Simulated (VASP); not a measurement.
# SnO (Pm-3m) in VASP: further runs

One crystal, SnO, is run at these levels: PBEsol; tasks: atomic charges, electron localisation function.

Program: VASP 6.6.1. These are calculated values, not measurements. Logs are shortened: lines on timing, memory, paths and dates and some standing lists are left out, and cuts for length are marked.

## Step 1: Starting point

The structure is cubic, space group Pm-3m (No. 221). Conventional cell: a = 3.132 Å, b = 3.132 Å, c = 3.132 Å, α = 90.00°, β = 90.00°, γ = 90.00°. Around Sn (site symmetry m-3m) lie 8 O at 2.71 Å. O (site symmetry m-3m) is surrounded by 8 Sn at 2.71 Å.

The cell was built by a generator and needn't be a form met in nature.

## Step 2: Atomic charges, PBEsol

INCAR

```
  PREC = Accurate
  ENCUT = 520
  EDIFF = 1E-7
  ISMEAR = 0
  SIGMA = 0.02
  LREAL = F
  LASPH = T
  NELM = 80
  ALGO = Normal
  ISIF = 2
  LWAVE = F
  LCHARG = T
  GGA = PS
  LORBIT = 11
  LELF = T
  LVHAR = T
```

KPOINTS

```
regular mesh
0
Gamma
  9 9 9
```

POSCAR

```
SnO
1.0
    3.1319300000      0.0000000000      0.0000000000
    0.0000000000      3.1319300000      0.0000000000
    0.0000000000      0.0000000000      3.1319300000
Sn O
1 1
Direct
    0.0000000000      0.0000000000      0.0000000000
    0.5000000000      0.5000000000      0.5000000000
```

Potentials or basis: VASP PAW PBE potentials, release 64 (Sn_d, O).

Launch:

```sh
$ cat potpaw_PBE.64/Sn_d/POTCAR potpaw_PBE.64/O/POTCAR > POTCAR
$ mpirun -np 1 vasp_std > vasp.out
```

OUTCAR:

```text
PREC = Accurate
   ENCUT = 520
   EDIFF = 1E-7
   ISMEAR = 0
   LREAL = F
   LASPH = T
   NELM = 80
   ISIF = 2
   GGA = PS
   LORBIT = 11

 ion  position               nearest neighbor table
   1  0.000  0.000  0.000-   2 2.71   2 2.71   2 2.71   2 2.71   2 2.71   2 2.71   2 2.71   2 2.71

   2  0.500  0.500  0.500-   1 2.71   1 2.71   1 2.71   1 2.71   1 2.71   1 2.71   1 2.71   1 2.71

  LATTYP: Found a simple cubic cell.
 ALAT       =     3.1319300000

  Lattice vectors:

 A1 = (   3.1319300000,   0.0000000000,   0.0000000000)
 A2 = (   0.0000000000,   3.1319300000,   0.0000000000)
 A3 = (   0.0000000000,   0.0000000000,   3.1319300000)

Analysis of symmetry for initial positions (statically):
=====================================================================
 Subroutine PRICEL returns:
 Original cell was already a primitive cell.

 Routine SETGRP: Setting up the symmetry group for a
 simple cubic supercell.

 Subroutine GETGRP returns: Found 48 space group operations
 (whereof 48 operations were pure point group operations)
 out of a pool of 48 trial point group operations.

The static configuration has the point symmetry O_h .

Analysis of symmetry for dynamics (positions and initial velocities):
=====================================================================
 Subroutine PRICEL returns:
 Original cell was already a primitive cell.

 Routine SETGRP: Setting up the symmetry group for a
 simple cubic supercell.

 Subroutine GETGRP returns: Found 48 space group operations
 (whereof 48 operations were pure point group operations)
 out of a pool of 48 trial point group operations.

The dynamic configuration has the point symmetry O_h .

 Subroutine INISYM returns: Found 48 space group operations
 (whereof 48 operations are pure point group operations),
 and found     1 'primitive' translations

----------------------------------------------------------------------------------------

                                     Primitive cell

  volume of cell :      30.7211

  direct lattice vectors                    reciprocal lattice vectors
     3.131930000  0.000000000  0.000000000     0.319291938  0.000000000  0.000000000
     0.000000000  3.131930000  0.000000000     0.000000000  0.319291938  0.000000000
     0.000000000  0.000000000  3.131930000     0.000000000  0.000000000  0.319291938

  length of vectors
     3.131930000  3.131930000  3.131930000     0.319291938  0.319291938  0.319291938

  position of ions in fractional coordinates (direct lattice)
     0.000000000  0.000000000  0.000000000
     0.500000000  0.500000000  0.500000000

  ion indices of the primitive-cell ions
   primitive index   ion index
                 1           1
                 2           2

----------------------------------------------------------------------------------------

 KPOINTS: regular mesh

Automatic generation of k-mesh.
 Grid dimensions read from file:
 generate k-points for:    9    9    9

 Generating k-lattice:

  Cartesian coordinates                     Fractional coordinates (reciprocal lattice)
     0.035476882  0.000000000  0.000000000     0.111111111  0.000000000  0.000000000
     0.000000000  0.035476882  0.000000000     0.000000000  0.111111111  0.000000000
     0.000000000  0.000000000  0.035476882     0.000000000  0.000000000  0.111111111

  Length of vectors
     0.035476882  0.035476882  0.035476882

  Shift w.r.t. Gamma in fractional coordinates (k-lattice)
     0.000000000  0.000000000  0.000000000

 Subroutine IBZKPT returns following result:
 ===========================================

 Found     35 irreducible k-points:

 Following reciprocal coordinates:
            Coordinates               Weight
  0.000000  0.000000  0.000000      1.000000
  0.111111  0.000000  0.000000      6.000000
  0.222222  0.000000  0.000000      6.000000
  0.333333  0.000000  0.000000      6.000000
  0.444444  0.000000  0.000000      6.000000
  0.111111  0.111111  0.000000     12.000000
[... 16 lines left out ...]
  0.333333  0.333333  0.111111     24.000000
  0.444444  0.333333  0.111111     48.000000
 [... further k-points ...]
   k-points           NKPTS =     35   k-points in BZ     NKDIM =     35   number of bands    NBANDS=     14
   number of dos      NEDOS =    301   number of ions     NIONS =      2
   total plane-waves  NPLWV =  13824
   dimension x,y,z NGX =    24 NGY =   24 NGZ =   24
   dimension x,y,z NGXF=    48 NGYF=   48 NGZF=   48
   ions per type =               1   1
   NGX,Y,Z   is equivalent  to a cutoff of  12.74, 12.74, 12.74 a.u.
   NGXF,Y,Z  is equivalent  to a cutoff of  25.48, 25.48, 25.48 a.u.
 SYSTEM =  unknown system
   PREC   = accura    normal or accurate (medium, high low for compatibility)
   ISTART =      0    job   : 0-new  1-cont  2-samecut
   ICHARG =      2    charge: 1-file 2-atom 10-const
   ISPIN  =      1    spin polarized calculation?
   LNONCOLLINEAR =      F non collinear calculations
   LSORBIT =      F    spin-orbit coupling
   LASPH  =      T    aspherical Exc in radial PAW
   ENCUT  =  520.0 eV  38.22 Ry    6.18 a.u.   5.82  5.82  5.82*2*pi/ulx,y,z
   NELM   =     80;   NELMIN=  2; NELMDL= -5     # of ELM steps
   EDIFF  = 0.1E-06   stopping-criterion for ELM
   LREAL  =      F    real-space projection
   EDIFFG = 0.1E-05   stopping-criterion for IOM
   NSW    =      0    number of steps for IOM
   IBRION =     -1    ionic relax: 0-MD 1-quasi-New 2-CG
   NFREE  =      0    steps in history (QN), initial steepest desc. (CG)
   ISIF   =      2    stress and relaxation
   ISYM   =      2    0-nonsym 1-usesym 2-fastsym
   POTIM  = 0.5000    time-step for ionic-motion
   TEBEG  =    0.0;   TEEND  =   0.0 temperature during run
   PSTRESS=    0.0 pullay stress
   NELECT =      20.0000    total number of electrons
   NUPDOWN=      -1.0000    fix difference up-down
   EMIN   =  10.00;   EMAX   =-10.00  energy-range for DOS
   EFERMI =   0.00;   METHOD = LEGACY
   ISMEAR =     0;   SIGMA  =   0.02  broadening in eV -4-tet -1-fermi 0-gaus
   EFERMI_NEDOS =   21; number of points for ismear=-14 and -15
   IALGO  =     38    algorithm
   IMIX   =      4    mixing-type and parameters
     AMIX     =   0.40;   BMIX     =  1.00
     AMIX_MAG =   1.60;   BMIX_MAG =  1.00
  volume/ion in A,a.u.               =      15.36       103.66
  Fermi-wavevector in a.u.,A,eV,Ry     =   1.418860  2.681256 27.390743  2.013163
  Thomas-Fermi vector in A             =   2.539941
   LORBIT       =     11    0 simple, 1 ext, 2 COOP (PROOUT), +10 PAW based schemes
   GGA     = PS    functional components
   LHFCALC =     F    Hartree Fock is set to
   AEXX    =    0.0000 exact exchange contribution
   IVDW    =     0    specifies the selected vdW correction
   LEPSILON=     F    determine dielectric tensor
   LRPA    =     F    only Hartree local field effects (RPA)
 non-spin polarized calculation
 Gauss-broadening in eV      SIGMA  =   0.02
  energy-cutoff  :      520.00
  volume of cell :       30.72
 maximum number of plane-waves:       849
 NGX is ok and might be reduce to    24
   NGX = 11   NGY = 11   NGZ = 11

 number of electron      19.9999986 magnetization

 Free energy of the ion-electron system (eV)
  ---------------------------------------------------
  ext. energy  EPLUGINS =         0.00000000
  ---------------------------------------------------
  free energy    TOTEN  =       -10.61376144 eV

  energy without entropy =      -10.61376144  energy(sigma->0) =      -10.61376144

 E-fermi :   7.8526     XC(G=0): -11.4819

 val. band max:        7.6685095735   @ k =   0.4444   0.1111   0.1111
 cond. band min:       8.0861298591   @ k =   0.4444   0.4444   0.4444
 fundamental gap:      0.4176202857
 Fermi energy:         7.8525600721

 k-point     1 :       0.0000    0.0000    0.0000
  band No.  band energies     occupation
      1     -13.7249      2.00000
      2     -13.7249      2.00000
      3     -13.3722      2.00000
      4     -13.3722      2.00000
      5     -13.3722      2.00000
      6      -9.9599      2.00000
      7       0.3821      2.00000
      8       5.4209      2.00000
      9       5.4209      2.00000
     10       5.4209      2.00000
     11      15.7610      0.00000
     12      15.7610      0.00000
     13      15.7622      0.00000
     14      15.8083      0.00000

 k-point     2 :       0.1111    0.0000    0.0000
  band No.  band energies     occupation
      1     -13.7231      2.00000
      2     -13.6951      2.00000
      3     -13.3827      2.00000
      4     -13.3827      2.00000
      5     -13.3714      2.00000
      6      -9.8879      2.00000
      7       0.2395      2.00000
      8       5.4490      2.00000
      9       5.5006      2.00000
     10       5.5006      2.00000
     11      13.6979      0.00000
     12      15.6882      0.00000
     13      15.6882      0.00000
     14      15.9555      0.00000
[... 343 lines left out ...]
      1     -13.5862      2.00000
      2     -13.5599      2.00000
      3     -13.4457      2.00000
      4     -13.4413      2.00000
      5     -13.4124      2.00000
      6      -8.9626      2.00000
      7       0.4970      2.00000
      8       3.2852      2.00000
      9       5.8267      2.00000
     10       6.6250      2.00000
     11      10.1324      0.00000
     12      11.4075      0.00000
     13      15.0025      0.00000
     14      18.6160      0.00000

 k-point    24 :       0.4444    0.3333    0.1111
  band No.  band energies     occupation
      1     -13.5937      2.00000
      2     -13.5733      2.00000
      3     -13.4626      2.00000
      4     -13.4395      2.00000
      5     -13.3618      2.00000
      6      -8.8288      2.00000
      7       0.8275      2.00000
      8       3.1370      2.00000
      9       5.6705      2.00000
     10       5.9696      2.00000
     11      10.2334      0.00000
     12      11.2081      0.00000
     13      15.4704      0.00000
     14      17.8856      0.00000

 [... further k-points ...]

------------------------ aborting loop because EDIFF is reached ----------------------------------------

  FORCE on cell =-STRESS in cart. coord.  units (eV):
  Direction    XX          YY          ZZ          XY          YZ          ZX
  --------------------------------------------------------------------------------------
  -------------------------------------------------------------------------------------
  Total       -0.9624576     -0.9624576     -0.9624576     -0.0000000      0.0000000     -0.0000000
  in kB      -50.1944887    -50.1944887    -50.1944887     -0.0000000      0.0000000     -0.0000000
  external PRESSURE =     -50.1944887 kB  Pullay stress =       0.0000000 kB

 VOLUME and BASIS-vectors are now :
 -----------------------------------------------------------------------------
  energy-cutoff  :      520.00
  volume of cell :       30.72
      direct lattice vectors                 reciprocal lattice vectors
     3.131930000  0.000000000  0.000000000     0.319291938  0.000000000  0.000000000
     0.000000000  3.131930000  0.000000000     0.000000000  0.319291938  0.000000000
     0.000000000  0.000000000  3.131930000     0.000000000  0.000000000  0.319291938

 POSITION                                       TOTAL-FORCE (eV/Angst)
 -----------------------------------------------------------------------------------
      0.00000      0.00000      0.00000         0.000000      0.000000      0.000000
      1.56597      1.56597      1.56597         0.000000      0.000000      0.000000
 -----------------------------------------------------------------------------------
    total drift:                                0.000000      0.000000     -0.000000

  FREE ENERGIE OF THE ION-ELECTRON SYSTEM (eV)
  ---------------------------------------------------
  free  energy   TOTEN  =       -10.6137614386 eV

  energy  without entropy=      -10.6137614386  energy(sigma->0) =      -10.61376144

 total charge

# of ion       s       p       d       tot
------------------------------------------
    1        1.399   0.589  10.016  12.005
    2        1.590   3.239   0.000   4.829
--------------------------------------------------
tot          2.989   3.828  10.016  16.834
```

Run time: 9 s. Hardware: 1 thread of Intel Xeon 6975P-C (Granite Rapids), shared host; peak memory 0.13 GiB.

Results:

```
Free energy                                           : -10.6138 eV
Pressure                                              : -5.0 GPa
Band gap on the k mesh                                : 0.42 eV, indirect (least direct gap 0.91 eV)
Valence electrons inside the program's atomic spheres : Sn 12.01; O 4.83
```

Caveat: the PAW data sets were made with another functional, which shifts forces and pressure a little; spin-orbit coupling is left out, which moves the levels of the heavy elements; an odd mesh through Γ misses points on the zone boundary, where band edges often lie.

## Step 3: Electron localisation function, PBEsol

INCAR

```
  PREC = Accurate
  ENCUT = 520
  EDIFF = 1E-6
  ISMEAR = 0
  SIGMA = 0.02
  LREAL = F
  LASPH = T
  NELM = 60
  ALGO = Fast
  ISIF = 2
  LWAVE = F
  LCHARG = T
  GGA = PS
  LELF = T
```

KPOINTS is that of step 2.

POSCAR is that of step 2.

Potentials or basis: VASP PAW PBE potentials, release 64 (Sn_d, O).

Launch:

```sh
$ cat potpaw_PBE.64/Sn_d/POTCAR potpaw_PBE.64/O/POTCAR > POTCAR
$ mpirun -np 1 vasp_std > vasp.out
```

OUTCAR:

```text
PREC = Accurate
   ENCUT = 520
   EDIFF = 1E-6
   ISMEAR = 0
   LREAL = F
   LASPH = T
   NELM = 60
   ISIF = 2
   GGA = PS

 ion  position               nearest neighbor table
   1  0.000  0.000  0.000-   2 2.71   2 2.71   2 2.71   2 2.71   2 2.71   2 2.71   2 2.71   2 2.71

   2  0.500  0.500  0.500-   1 2.71   1 2.71   1 2.71   1 2.71   1 2.71   1 2.71   1 2.71   1 2.71

  LATTYP: Found a simple cubic cell.
 ALAT       =     3.1319300000

  Lattice vectors:

 A1 = (   3.1319300000,   0.0000000000,   0.0000000000)
 A2 = (   0.0000000000,   3.1319300000,   0.0000000000)
 A3 = (   0.0000000000,   0.0000000000,   3.1319300000)

Analysis of symmetry for initial positions (statically):
=====================================================================
 Subroutine PRICEL returns:
 Original cell was already a primitive cell.

 Routine SETGRP: Setting up the symmetry group for a
 simple cubic supercell.

 Subroutine GETGRP returns: Found 48 space group operations
 (whereof 48 operations were pure point group operations)
 out of a pool of 48 trial point group operations.

[... 177 lines left out ...]
      4     -13.3724      2.00000
      5     -13.3724      2.00000
      6      -9.9598      2.00000
      7       0.3821      2.00000
      8       5.4209      2.00000
      9       5.4209      2.00000
     10       5.4209      2.00000
     11      15.7610      0.00000
     12      15.7610      0.00000
     13      15.7657      0.00000
     14      15.8083      0.00000
[... 377 lines left out ...]
      1     -13.5938      2.00000
      2     -13.5735      2.00000
      3     -13.4628      2.00000
      4     -13.4397      2.00000
      5     -13.3619      2.00000
      6      -8.8288      2.00000
      7       0.8275      2.00000
      8       3.1370      2.00000
      9       5.6705      2.00000
     10       5.9696      2.00000
     11      10.2334      0.00000
     12      11.2080      0.00000
     13      15.4704      0.00000
     14      17.8857      0.00000

 [... further k-points ...]

------------------------ aborting loop because EDIFF is reached ----------------------------------------

  FORCE on cell =-STRESS in cart. coord.  units (eV):
  Direction    XX          YY          ZZ          XY          YZ          ZX
  --------------------------------------------------------------------------------------
  -------------------------------------------------------------------------------------
  Total       -0.9624745     -0.9624745     -0.9624745     -0.0000000     -0.0000000     -0.0000000
  in kB      -50.1953736    -50.1953736    -50.1953736     -0.0000000     -0.0000000     -0.0000000
  external PRESSURE =     -50.1953736 kB  Pullay stress =       0.0000000 kB

 VOLUME and BASIS-vectors are now :
 -----------------------------------------------------------------------------
  energy-cutoff  :      520.00
  volume of cell :       30.72
      direct lattice vectors                 reciprocal lattice vectors
     3.131930000  0.000000000  0.000000000     0.319291938  0.000000000  0.000000000
     0.000000000  3.131930000  0.000000000     0.000000000  0.319291938  0.000000000
     0.000000000  0.000000000  3.131930000     0.000000000  0.000000000  0.319291938

 POSITION                                       TOTAL-FORCE (eV/Angst)
 -----------------------------------------------------------------------------------
      0.00000      0.00000      0.00000         0.000000      0.000000      0.000000
      1.56597      1.56597      1.56597         0.000000      0.000000      0.000000
 -----------------------------------------------------------------------------------
    total drift:                                0.000000      0.000000     -0.000000

  FREE ENERGIE OF THE ION-ELECTRON SYSTEM (eV)
  ---------------------------------------------------
  free  energy   TOTEN  =       -10.6137615063 eV

  energy  without entropy=      -10.6137615063  energy(sigma->0) =      -10.61376151
```

OSZICAR:

```text
N       E                     dE             d eps       ncg     rms          rms(c)
DAV:   1     0.146589429803E+03    0.14659E+03   -0.10849E+04  1010   0.221E+03
DAV:   2     0.548555917338E+00   -0.14604E+03   -0.14085E+03  1118   0.452E+02
DAV:   3    -0.120282806485E+02   -0.12577E+02   -0.12530E+02  1154   0.116E+02
DAV:   4    -0.122899417052E+02   -0.26166E+00   -0.26160E+00  1090   0.185E+01
DAV:   5    -0.122978610930E+02   -0.79194E-02   -0.79193E-02  1256   0.304E+00    0.734E+00
RMM:   6    -0.109566889795E+02    0.13412E+01   -0.50068E+00  1201   0.149E+01    0.478E+00
RMM:   7    -0.106490228953E+02    0.30767E+00   -0.58587E-01  1178   0.577E+00    0.143E+00
RMM:   8    -0.106480343007E+02    0.98859E-03   -0.41858E-01  1108   0.571E+00    0.127E+00
RMM:   9    -0.106144102834E+02    0.33624E-01   -0.48190E-02  1216   0.273E+00    0.297E-01
RMM:  10    -0.106138605646E+02    0.54972E-03   -0.10737E-02  1308   0.101E+00    0.924E-02
RMM:  11    -0.106140068747E+02   -0.14631E-03   -0.15246E-03  1302   0.416E-01    0.122E-01
RMM:  12    -0.106138002147E+02    0.20666E-03   -0.16387E-04  1373   0.140E-01    0.601E-02
RMM:  13    -0.106137606342E+02    0.39581E-04   -0.27597E-04  1210   0.120E-01    0.698E-03
RMM:  14    -0.106137613603E+02   -0.72611E-06   -0.20912E-05  1149   0.426E-02    0.426E-03
RMM:  15    -0.106137615063E+02   -0.14605E-06   -0.56656E-06  1013   0.205E-02
   1 F= -.10613762E+02 E0= -.10613762E+02  d E =-.622791E-40
```

Wall time 9.3 s (1 thread of Intel Xeon 6975P-C (Granite Rapids), shared host); peak memory 0.13 GiB.

What came out:

* Free energy: -10.6138 eV
* Pressure: -5.0 GPa
* Band gap on the k mesh: 0.42 eV, indirect (least direct gap 0.91 eV)

Caveat: the PAW data sets were made with another functional, which shifts forces and pressure a little; spin-orbit coupling is left out, which moves the levels of the heavy elements; an odd mesh through Γ misses points on the zone boundary, where band edges often lie.
